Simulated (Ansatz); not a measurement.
FeNi3 (Awaruite):

```xyz
4
Lattice="3.5450 0.0000 0.0000 0.0000 3.5450 0.0000 0.0000 0.0000 3.5450" Properties=species:S:1:pos:R:3 pbc="T T T"
Ni    1.7725    1.7725    0.0000
Ni    1.7725    0.0000    1.7725
Ni    0.0000    1.7725    1.7725
Fe    0.0000    0.0000    0.0000
```

Base run:

```yaml
Program: Ansatz 0.2.0
Functional: PBEsol
Potentials_or_basis: all-electron LAPW, scalar-relativistic
Cutoff: 282 eV
Density_cutoff: 1129 eV
Basis_error_allowed: 0.002 eV/atom
k_mesh: 8 × 8 × 8
Occupations: fermi-dirac, width 0.05 eV
Spin: collinear spin, ferromagnetic start
Starting_moments: "[1.0, 1.0, 1.0, 3.0] μB"
```

Its results: pressure -9.4 GPa; net moment 4.88 μB per cell; site moments Ni +0.68; Fe +2.95 μB.

**Question.** The run is repeated on the same cell with these changes: functional from PBEsol to PBE. What comes out?

**Answer.** Pressure 0.1 GPa; net moment 4.90 μB per cell; site moments Ni +0.68; Fe +2.96 μB.

PBE binds less tightly than PBEsol, so the same cell stands under more pressure.

Not every run made on this cell is shown here.
